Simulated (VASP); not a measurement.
## ZrB2: single point with PBEsol

Crystal: ZrB2.

```
Zr B
1.0
     3.17000    0.00000    0.00000
    -1.58500    2.74530    0.00000
     0.00000    0.00000    3.53300
Zr B
1 2
Direct
  0.00000 0.00000 0.00000
  0.66667 0.33333 0.50000
  0.33333 0.66667 0.50000
```

```json
{
  "Program": "VASP 6.6.1",
  "Task": "single point",
  "Functional": "PBEsol",
  "Potentials or basis": "VASP PAW PBE potentials, release 64 (Zr_sv, B)",
  "Cutoff": "520 eV",
  "k mesh": "10 × 10 × 8",
  "Occupations": "gaussian, width 0.02 eV",
  "Spin": "no spin polarisation"
}
```

```json
{
  "Pressure": "-3.8 GPa",
  "Band gap on the k mesh": "none (metal or under the smearing width)"
}
```

Levels at points of the mesh, in eV from the Fermi level:
| k point | band 5 | band 6 | band 7 | band 8 | band 9 | band 10 | band 11 | band 12 | band 13 |
| --- | --- | --- | --- | --- | --- | --- | --- | --- | --- |
| (0.00, 0.00, 0.00) | -12.55 | -2.48 | -2.48 | -2.48 | -2.18 | 4.33 | 5.05 | 5.29 | 5.29 |
| (0.50, 0.00, 0.00) | -8.81 | -8.31 | -3.76 | -2.89 | -2.57 | 2.39 | 2.43 | 5.08 | 5.23 |
| (0.00, 0.00, 0.50) | -10.49 | -6.84 | -0.79 | -0.79 | 0.45 | 0.45 | 0.90 | 0.90 | 1.96 |
| (0.50, 0.00, 0.50) | -9.75 | -6.81 | -4.46 | -4.01 | -1.85 | 3.87 | 4.23 | 5.45 | 6.41 |

Run time: 29 s on 1 thread of Intel(R) Xeon(R) 6975P-C (Granite Rapids), on a shared host, peak memory 0.15 GiB.

Caveat: the PAW data sets were made with another functional, which shifts forces and pressure a little.
